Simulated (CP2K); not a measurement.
Ga under changes of volume

One of the cells (18.543 Å³/atom); the others are scaled copies at fixed shape and fractional positions:

```
Ga
1.0
     4.25739    0.00000    0.00000
    -3.35887    2.61599    0.00000
    -0.03815   -0.11108    3.32993
Ga
2
Direct
  0.13100 0.86900 0.75000
  0.86900 0.13100 0.25000
```

This isn't the form of Ga at room conditions, which is orthorhombic.

* Program: CP2K 2026.2
* Functional: PBEsol
* Potentials or basis: POTENTIAL_UZH Ga GTH-PBE-q13; TZVP-MOLOPT-PBE-GTH basis
* Density cutoff: 6123 eV
* k mesh: 10 × 10 × 8
* Occupations: fermi-dirac, width 0.05 eV
* Spin: no spin polarisation

```tsv
volume (Å³/atom)	energy over the lowest point (meV/atom)	pressure (GPa)	largest force (eV/Å)
17.431	?	?	?
17.801	2.83	1.8	0.167
18.172	0.00	0.7	0.144
18.543	9.04	-1.3	0.083
18.914	13.18	-2.2	0.119
19.285	19.35	-3.0	0.163
19.656	27.21	-3.7	0.213
```

**Question.** What does the run at 17.431 Å³/atom give?

**Answer.** Energy over the lowest point 8.54 meV/atom; pressure 3.2 GPa; largest force 0.197 eV/Å.

The energies don't lie on one smooth curve, so no fit is given. The run at 18.172 Å³/atom lies farthest off, from a change of basis, grid or state.

Energies are extrapolated to zero smearing.

Caveats: the potentials were made for another functional, which shifts forces and pressure; the basis of atomic orbitals isn't converged, which shifts pressures, moduli and gaps.
